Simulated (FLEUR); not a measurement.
# LiCl under changes of volume

One of the cells (16.871 Å³/atom); the others are scaled copies at fixed shape and fractional positions:

```xyz
2
Lattice="0.0000 2.5648 2.5648 2.5648 0.0000 2.5648 2.5648 2.5648 0.0000" Properties=species:S:1:pos:R:3 pbc="T T T"
Cl    2.5648    2.5648    2.5648
Li    0.0000    0.0000    0.0000
```

```yaml
Program: FLEUR MaX-R8.1 (later development tree)
Functional: r2SCAN
Potentials_or_basis: all-electron
Basis: FLAPW
Kmax: 4.21 1/bohr
k_mesh: 9 × 9 × 9
Occupations: fermi-dirac, width 0.05 eV
Spin: no spin polarisation
```

```tsv
volume (Å³/atom)	energy over the lowest point (meV/atom)	gap on the mesh (eV)
15.859	?	?
16.196	1.30	7.48
16.871	0.00	7.19
17.546	3.95	6.97
17.883	7.79	6.86
```

Question: What does the run at 15.859 Å³/atom give?

Answer: Energy over the lowest point 4.69 meV/atom; gap on the mesh 7.62 eV.

Worked out: A Birch-Murnaghan fit of order 2 (a polynomial in V^(-2/3)) to the other rows has its minimum at 16.68 Å³/atom with B0 = V·E''(V) = 33 GPa. It gives 4.38 meV/atom at 15.859 Å³/atom, against the run's 4.69. A parabola through the other rows of the gap, of slope -8.02 eV per unit of ln V (its deformation potential) there, extrapolates to 7.64 eV, against the run's 7.62.

Energies are extrapolated to zero smearing.

Caveats: the meta-GGA is that of a development version, with a GGA for the radial functions and cores and without core tails; an odd mesh through Γ misses points on the zone boundary, where band edges often lie.
